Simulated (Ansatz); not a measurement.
# EuS (rocksalt): how the settings move a single-point run, part 2 of 2

Question: which choices in the input matter for EuS (rocksalt)?

Ansatz 0.2.0; reference level DFT PBE+U, scalar-relativistic, plane waves, PAW. Earlier steps stand in the parts before.

## (5) Changing settings: symmetry.detect false, scf.algorithm direct_min, lower_state_search light

Input file input.yaml:

```yaml
crystal:
  lattice:
    - [0.0, 2.978501867, 2.978501867]
    - [2.978501867, 0.0, 2.978501867]
    - [2.978501867, 2.978501867, 0.0]
  atoms:
    - { symbol: Eu, position: [0.5, 0.5, 0.5], spin: 7.0 }
    - { symbol: S, position: [0.0, 0.0, 0.0] }
  symmetry: { detect: false }
basis:
  ecutwfc: 420
  ecutrho_ratio: 4
kpoints:
  mp_grid: { grid: [8, 8, 8] }
hamiltonian:
  xc: pbe
  hubbard: { sites: [{ species: Eu, l: f, u_eff: 6.0 }] }
scf:
  occupations: { method: gaussian, width: 0.05 }
  algorithm: direct_min
  lower_state_search: light
output:
  forces: true
  stress: true
magnetization:
  spin_polarized: true
```

The run is started by

```console
ansatz run input.yaml --threads 4 --pin off --max-ram 6144MiB --backend cpu --events-out ev --progress --plain --runs-dir out
```

Output:

```text
Warning: RAYON_NUM_THREADS=4 ignored (pool sized by the plan → 4); use --threads N
Eu: projections on atomic orbitals take those of the free atom [Kr 4d10] 4f7 5s2 5p6 5d0 6s2, of charge +0.00 (hamiltonian.pseudopotentials.projection_atoms); the dataset's partial waves leave at most 1.0e-3 of an orbital's norm unspanned inside its sphere
S: projections on atomic orbitals take those of the free atom [Ne] 3s2 3p4, of charge +0.00 (hamiltonian.pseudopotentials.projection_atoms); the dataset's partial waves leave at most 1.6e-7 of an orbital's norm unspanned inside its sphere
Engine: ansatz 0.2.0, x86_64-unknown-linux-gnu
Pseudopotentials: kind: paw
Pseudopotential: Eu, paw, valence charge 17, recommended cutoff 420 eV (normal), Eu.paw.azcp
Pseudopotential: S, paw, valence charge 6, recommended cutoff 420 eV (normal), S.paw.azcp
Functional definition: PBE
  parameter kappa = 0.804
  parameter beta = 0.06672455060314922
  exchange = pbe_x(kappa = kappa, mu = beta*pi^2/3)
  correlation = pbe_c(beta = beta)
davidson cushion auto → off  (block headroom 4 ≥ Hubbard manifold empty extent 4; pin scf.eigensolver.cushion to override)
Crystal: 2 atoms, lattice volume = 52.847 Å³
Basis set: ecut = 420 eV, 1037 PW (Γ), exchange–correlation on 60×60×60 points (8 copies of the dense FFT grid, shifted against one another)
Bands: 22, of which v1, the nominal top of the filled ones, is band 12 counted from 1 (11 counted from 0)
Symmetry: 1 space group operations
k-points: 260 of 512 (time reversal used)
Non-local potential: Eu, projectors of the file, l = 0: 3, l = 1: 2, l = 2: 2, l = 3: 3
Non-local potential: S, projectors of the file, l = 0: 2, l = 1: 2, l = 2: 2
PAW form: soft (Blöchl's): semilocal exchange-correlation on the pseudo side does not see the compensation charge
PAW one-centre angular grid: Eu, 590 points (default); XC on 64 Gauss nodes
PAW one-centre angular grid: S, 110 points (default); XC on 64 Gauss nodes
Initial density: superposition of atomic densities (chi_scale 0.1, normalization cell)
Initial wavefunctions: pseudopotential atomic-orbital guess
Functional: x = pbe(κ = 0.804, μ = 0.2195149727645171), c = pbe(β = 0.06672455060314922)
iter 1 solved again at ethr=1.53e-2 eV; its pass at ethr=1.00e-1 eV (dr2=3.51e0 eV) is discarded
SCF iter   1: F=—  HF=-9670.898702 eV  |F-HF|=—  |Δ(HF+E_count)|=         —  Δρ=5.31e-2 (↑5.31e-2 ↓3.38e-2)  dr2=1.96e0  dr2_m=4.95e-1  M=7.000 μB ∫|m|=7.071 μB  β_m=0.30  ethr=1.53e-2  ⟨swp⟩=2.4  Hψ=53281  notcnv=0
preconditioner: auto → none  [insulator: Δε(μ)=0.208 eV  Ē_g=14.652 eV  σ=0.050 eV  W_gap=0.89  n_scr=14 (ndim 8)  ℏωp=23.4 eV  f_vac=0.000  D(μ)=0.06/eV (n_scr^D=0)  ε∞_Penn≈3.6]
SCF iter   2: F=—  HF=-9671.331979 eV  |F-HF|=—  |Δ(HF+E_count)|=   4.33e-1  Δρ=2.85e-2 (↑2.85e-2 ↓1.99e-2)  dr2=3.33e-1  dr2_m=2.03e-1  M=7.000 μB ∫|m|=7.094 μB  β_m=0.41  ethr=8.52e-3  ⟨swp⟩=4.2  Hψ=28942  notcnv=0  defer=3
SCF iter   3: F=—  HF=-9672.189881 eV  |F-HF|=—  |Δ(HF+E_count)|=   8.58e-1  Δρ=1.31e-2 (↑1.31e-2 ↓7.54e-3)  dr2=4.25e-2  dr2_m=4.03e-2  M=7.000 μB ∫|m|=7.127 μB  β_m=0.63  ethr=1.45e-3  ⟨swp⟩=4.9  Hψ=35264  notcnv=0  defer=1
SCF iter   4: F=—  HF=-9672.600026 eV  |F-HF|=—  |Δ(HF+E_count)|=   4.10e-1  Δρ=4.87e-3 (↑4.87e-3 ↓1.86e-3)  dr2=9.46e-3  dr2_m=3.86e-3  M=7.000 μB ∫|m|=7.147 μB  β_m=0.80  ethr=1.85e-4  ⟨swp⟩=4.6  Hψ=39046  notcnv=0
SCF iter   5: F=—  HF=-9672.609390 eV  |F-HF|=—  |Δ(HF+E_count)|=   9.36e-3  Δρ=2.07e-3 (↑2.07e-3 ↓1.07e-3)  dr2=6.76e-3  dr2_m=3.91e-4  M=7.000 μB ∫|m|=7.144 μB  β_m=0.65  ethr=4.11e-5  ⟨swp⟩=3.1  Hψ=27204  notcnv=0
SCF iter   6: F=—  HF=-9672.609076 eV  |F-HF|=—  |Δ(HF+E_count)|=   3.14e-4  Δρ=1.18e-3 (↑1.18e-3 ↓2.29e-4)  dr2=6.94e-4  dr2_m=1.30e-4  M=7.000 μB ∫|m|=7.139 μB  β_m=0.54  ethr=2.94e-5  ⟨swp⟩=4.4  Hψ=31249  notcnv=0
iter 7 solved again at ethr=2.16e-7 eV; its pass at ethr=3.02e-6 eV (dr2=4.97e-5 eV) is discarded
SCF iter   7: F=—  HF=-9672.608566 eV  |F-HF|=—  |Δ(HF+E_count)|=   5.11e-4  Δρ=3.17e-4 (↑3.17e-4 ↓8.69e-5)  dr2=4.13e-5  dr2_m=1.21e-5  M=7.000 μB ∫|m|=7.139 μB  β_m=0.77  ethr=2.16e-7  ⟨swp⟩=2.1  Hψ=41535  notcnv=0
Initial density: handed on by an earlier stage of this run
iter 1 solved again at ethr=1.95e-7 eV; its pass at ethr=4.35e-6 eV (dr2=4.48e-5 eV) is discarded
SCF iter   1: F=—  HF=-9672.608571 eV  |F-HF|=—  |Δ(HF+E_count)|=         —  Δρ=3.75e-4 (↑3.75e-4 ↓8.49e-5)  dr2=5.73e-5  dr2_m=1.69e-5  M=7.000 μB ∫|m|=7.138 μB  ethr=1.95e-7  ⟨swp⟩=4.9  Hψ=107819  notcnv=0
iteration 1: the SCF starts in the orbital order of the open f shells that the search before it chose, by its bands or by converging an SCF in each of two, with that order's moments; no other order was found more than 0.2 meV higher (one found slightly lower counts as degenerate)
preconditioner: auto → none  [insulator: Δε(μ)=0.707 eV  Ē_g=14.267 eV  σ=0.050 eV  W_gap=1.00  n_scr=14 (ndim 8)  ℏωp=23.4 eV  f_vac=0.000  D(μ)=0.00/eV (n_scr^D=0)  ε∞_Penn≈3.7]
SCF iter   2: F=—  HF=-9672.608652 eV  |F-HF|=—  |Δ(HF+E_count)|=         —  Δρ=6.18e-4 (↑6.18e-4 ↓1.15e-4)  dr2=2.38e-4  dr2_m=3.43e-5  M=7.000 μB ∫|m|=7.138 μB  ethr=1.95e-7  ⟨swp⟩=4.4  Hψ=29701  notcnv=0
Mixer restart at iter 2: flushing history
SCF iter   3: F=—  HF=-9672.608663 eV  |F-HF|=—  |Δ(HF+E_count)|=   1.03e-5  Δρ=6.00e-4 (↑6.00e-4 ↓1.28e-4)  dr2=2.03e-4  dr2_m=3.05e-5  M=7.000 μB ∫|m|=7.137 μB  ethr=1.95e-7  ⟨swp⟩=4.4  Hψ=30886  notcnv=0
SCF iter   4: F=—  HF=-9672.608553 eV  |F-HF|=—  |Δ(HF+E_count)|=   1.09e-4  Δρ=4.55e-5 (↑4.55e-5 ↓4.02e-5)  dr2=7.07e-6  dr2_m=2.43e-8  M=7.000 μB ∫|m|=7.137 μB  ethr=1.95e-7  ⟨swp⟩=2.8  Hψ=20678  notcnv=0
iter 5 solved again at ethr=1.51e-11 eV; its pass at ethr=3.07e-8 eV (dr2=3.48e-9 eV) is discarded
SCF iter   5: F=-9672.608551 eV  HF=-9672.608551 eV  |F-HF|=2.50e-9  |Δ(HF+E_count)|=   2.21e-6  Δρ=2.36e-6 (↑2.36e-6 ↓5.65e-7)  dr2=4.76e-9  dr2_m=5.38e-10  M=7.000 μB ∫|m|=7.137 μB  ethr=1.51e-11  ⟨swp⟩=5.0  Hψ=45625  notcnv=0
SCF iter   6: F=-9672.608551 eV  HF=-9672.608551 eV  |F-HF|=2.50e-9  |Δ(HF+E_count)|=  1.82e-12  Δρ=2.36e-6 (↑2.36e-6 ↓5.65e-7)  dr2=4.77e-9  dr2_m=5.39e-10  M=7.000 μB ∫|m|=7.137 μB  ethr=1.51e-11  ⟨swp⟩=5.3  Hψ=32501  notcnv=0
SCF 1 converged in 6 iterations: F = -9672.608551 eV  dr2 = 4.77e-9
  Residual-converged pass: ⟨swp⟩=1.8  Hψ=12746  notcnv=0  max |occ|·‖R‖ = 6.7e-6 eV (tolerance 6.7e-6 eV)  dr2=4.77e-9  dr2_m=5.37e-10  dr2_onsite=1.00e-9  max |Δocc| = 3.8e-29
SCF converged after 13 iterations (7 of them in the search for the orbital order of the open f shells)
Magnetization: 7.0000 μB (15.0000 up, 8.0000 down)
Absolute magnetization: 7.1370 μB (∫|ρ↑−ρ↓|, with the PAW one-centre terms)
Spin contamination: 0.0093 ħ² per cell (⟨S²⟩ above its minimum at these occupations)
Per-site moments (μB) at R_I (Å): [(6.864138137160858, 1.2286320201374998), (-0.06488266523231442, 1.2286320201374998)]
Free energy (F): -9672.608551 eV
Harris-Foulkes:  -9672.608551 eV  (|F-HF|=2.50e-9)
Internal energy: -9672.608551 eV  (E = F + TS)
E sigma→0 (E₀):  -9672.608551 eV
Fermi energy:    9.311998 eV
--- Per-component energies (eV) ---
  E_band       = -18.519414
  E_kinetic    = 458.577670
  E_local      = -2164.775358  (includes V_loc(G=0)·N_el)
  E_nonlocal   = 508.399119
  E_hartree    = 861.777218
  E_xc         = -274.990076
  E_vxc        = -291.186351  (∫ρ·V_xc dr)
  E_hubbard    = 0.129632  (on-site DFT+U / exact-exchange correction)
  E_vhub       = -20.691069  (the Hubbard potential's part of the band-sum identity)
  E_paw        = -6992.083371  (= ΣΔE_a)
  E_vpaw       = -232.396036  (= ΣTr[D̂ρ^β])
  E_aug_tail   = 0.000002  (compensation charges beyond the density's cutoff)
  E_ewald      = -2069.643386
  E_smearing   = -0.000000  (= −TS)
  E_closure    = 0.000000  (closes the sum)
  Σ components = -9672.608551   (vs F -9672.608551, Δ=0.00e0)
--- Forces (eV/Å), atoms counted from 1 ---
  atom   1  Eu     0.00000008     0.00000000    -0.00000002
  atom   2  S     -0.00000002    -0.00000000     0.00000001
  max |Σ_I F_I| component: 5.93e-8 eV/Å
--- Stress (GPa, compression-positive) ---
        0.744062      -0.000000       0.000000
       -0.000000       0.744062       0.000000
        0.000000       0.000000       0.744062
  P = ⅓ Tr σ = 0.7441 GPa (7.441 kbar)
--- Band table (eV; the first three rows and the last of 520) ---
  k-point 0 ↑: bands = ["-30.6009", "-9.4004", "-9.4004", "-9.4004", "-3.1088", "6.9005", "6.9005", "6.9005", "7.7459", "7.9479", "7.9479", "7.9479", "8.9619", "8.9619", "8.9619", "11.3012", "11.5816", "11.5816", "11.5816", "12.4537", "12.4537", "17.9336"]
  k-point 1 ↑: bands = ["-30.5989", "-9.4564", "-9.4041", "-9.4041", "-2.9897", "6.6207", "6.8592", "6.8592", "7.7583", "7.9238", "7.9238", "7.9488", "8.5605", "8.6865", "8.6865", "11.5958", "11.8667", "11.8667", "12.1587", "13.0065", "13.0065", "18.5268"]
  k-point 2 ↑: bands = ["-30.5941", "-9.5858", "-9.4133", "-9.4133", "-2.7004", "5.9277", "6.7385", "6.7385", "7.7835", "7.8707", "7.8707", "7.9506", "8.1517", "8.2495", "8.2495", "11.9221", "12.6016", "12.6016", "13.5497", "14.3066", "14.3066", "19.0531"]
  k-point 259 ↓: bands = ["-27.4560", "-7.6263", "-7.0806", "-7.0806", "-2.0833", "5.2102", "6.6088", "6.6088", "13.6325", "14.4797", "15.2424", "15.2424", "16.8898", "16.8898", "18.2110", "18.2110", "18.2979", "18.2979", "18.5643", "18.6861", "18.6902", "19.1456"]
Occupation matrices written to <dir>
```

Run time: 29 s. Hardware: 4 threads of Intel Xeon Platinum 8559C (Emerald Rapids), shared host; peak memory 1.4 GiB.

Changing the use of symmetry, solver and search for lower states leaves the energy as it was (0.0 meV/atom).

## (6) Side by side

This closing draws on all 2 parts.

```tsv
run	ending	energy change	pressure (GPa)	gap (eV)	abs. moment (μB)	force (eV/Å)	cycles	time
reference	converged	0	0.7	0.70	7.14	0.00	-	1.1 s
1: mp_grid.grid [6, 6, 6], lower_state_search left out	converged	+0.5 meV/atom	0.8	0.70	7.14	0.00	11	1.9 s
2: dispersion d3bjatm, chi_scale 0.3, lower_state_search left out	converged	-312.8 meV/atom (offset of the dispersion model)	-1.1	0.70	7.14	0.00	11	2.6 s
3: symmetry.detect false, scf.algorithm direct_min, lower_state_search light	converged	0.0 meV/atom	0.7	0.70	7.14	0.00	13	29 s
```

Times don't compare one to one where runs were asked for different outputs or read a saved state (see the inputs); cycles may leave out searches for a lower state.

Residual by cycle in the longest SCF loop of each run; runs are numbered as in the table. The quantity is the density residual dr2, in eV.

```tsv
cycle	reference	run 1	run 2	run 3
1	2.5e-4	2	1.99	1.96
2	3.0e-5	0.291	0.309	0.333
3	2.7e-6	0.0636	0.0554	0.0425
4	1.0e-6	0.0159	0.0112	0.00946
5	5.8e-9	0.00441	0.00495	0.00676
6	-	3.4e-5	1.9e-4	6.9e-4
7	-	1.8e-6	2.7e-7	4.1e-5
```

Of the converged runs whose energies compare with the reference's, «mp_grid.grid [6, 6, 6], lower_state_search left out» moves the energy most (+0.5 meV/atom). Of the variants the dearest is «symmetry.detect false, scf.algorithm direct_min, lower_state_search light» (29 s), the cheapest «mp_grid.grid [6, 6, 6], lower_state_search left out» (1.9 s), on a shared host. The gap of the reference lacks spin-orbit coupling, though the cell holds Eu.
